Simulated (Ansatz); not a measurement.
Method: DFT PBE, scalar-relativistic, plane waves, PAW (Ansatz). All cells share a 420 eV cutoff and Γ-centred k meshes spaced at most about 0.3 Å⁻¹ (about 0.25 or finer for metals, 2π included). No spin polarisation in the final relaxations.

These are static total energies at zero pressure.

Two relaxed structures of Se:

A.

```cif
data_structure
_symmetry_space_group_name_H-M 'Pm-3m'
_symmetry_Int_Tables_number 221
_cell_length_a 5.1374
_cell_length_b 5.1374
_cell_length_c 5.1374
_cell_angle_alpha 90.000
_cell_angle_beta 90.000
_cell_angle_gamma 90.000
_cell_volume 135.59
loop_
_atom_site_label
_atom_site_type_symbol
_atom_site_symmetry_multiplicity
_atom_site_Wyckoff_symbol
_atom_site_fract_x
_atom_site_fract_y
_atom_site_fract_z
_atom_site_occupancy
Se1 Se 3 c 0.00000 0.50000 0.50000 1
Se2 Se 1 b 0.50000 0.50000 0.50000 1
```

B.

```cif
data_structure
_symmetry_space_group_name_H-M 'P6/mmm'
_symmetry_Int_Tables_number 191
_cell_length_a 4.4800
_cell_length_b 4.4800
_cell_length_c 4.1024
_cell_angle_alpha 90.000
_cell_angle_beta 90.000
_cell_angle_gamma 120.000
_cell_volume 71.31
loop_
_atom_site_label
_atom_site_type_symbol
_atom_site_symmetry_multiplicity
_atom_site_Wyckoff_symbol
_atom_site_fract_x
_atom_site_fract_y
_atom_site_fract_z
_atom_site_occupancy
Se1 Se 2 c 0.33333 0.66667 0.00000 1
```

Task: Which would you expect to be lower, and how large is the difference?

Result: B is lower, by 259 meV/atom. A has space group Pm-3m (No. 221), 33.9 Å³/atom and no gap on its mesh; B has space group P6/mmm (No. 191), 35.7 Å³/atom and no gap. Counting all near atoms (those within 1.25 times the shortest such distance or 1.15 times the sum of covalent radii, 1.27 where that leaves under three; a slash parts the counts of unlike sites), A has Se 2/6 and B has Se 3. In A, Se on a site of symmetry 4/mmm is surrounded by 2 Se at 2.57 Å; around Se on a site of symmetry m-3m lie 6 Se at 2.57 Å. In B, around Se lie 3 Se at 2.59 Å. Both come from invented guesses. The part of the Crystallography Open Database at hand lists Se in space groups No. 14, 148, 152, 154, 166 and others; no cell shown has one of them.

Weakly bound directions are ill-defined at this level, which has no dispersion term (P6/mmm), and this can change margins and order among such cells. A magnetic state wasn't ruled out in cells without spin, among them Pm-3m, P6/mmm. Cells relaxed within their symmetry can be saddle points.
